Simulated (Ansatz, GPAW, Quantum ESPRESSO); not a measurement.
# FeO: programs and potentials compared

```
Fe O
1.0
     0.00000    2.15540    2.15540
     2.15540    0.00000    2.15540
     2.15540    2.15540    0.00000
Fe O
1 1
Direct
  0.00000 0.00000 0.00000
  0.50000 0.50000 0.50000
```

Alike in all runs: task band structure; functional PBEsol; k mesh 11 × 11 × 11; occupations fermi-dirac, width 0.05 eV; collinear spin, ferromagnetic start; no spin-orbit coupling. The measured crystal is an antiferromagnetic insulator; the state found here is the runs' own. Pressure is positive in compression and, in plane waves, holds the error of the finite cutoff, which Ansatz's Pulay term estimates and takes out.

| program and potentials | plane-wave cutoff (eV) | notes | pressure (GPa) | net moment per atom (μB) |
| --- | --- | --- | --- | --- |
| Ansatz, Ansatz PAW | 420 | potentials made for PBE, which Ansatz adapts in part; 11 valence electrons an atom on average | ? | ? |
| GPAW, PAW data sets generated for this functional | 800 | 7 valence electrons an atom on average | -7.00 | 2.00 |
| Ansatz, all-electron LAPW, scalar-relativistic | - | - | -8.58 | 2.00 |
| Quantum ESPRESSO, PseudoDojo 0.4.1 SR PBEsol standard | 1225 | 11 valence electrons an atom on average | -9.15 | 2.00 |

**Question.** Estimate from the other rows what the run with Ansatz, Ansatz PAW gave.

**Answer.** Pressure -8.54 GPa; net moment per atom 2.00 μB. Its pressure holds a Pulay term of +0.67 GPa. The other rows, which needn't bracket it: pressure -9.15 to -7.00; net moment per atom 2.00.
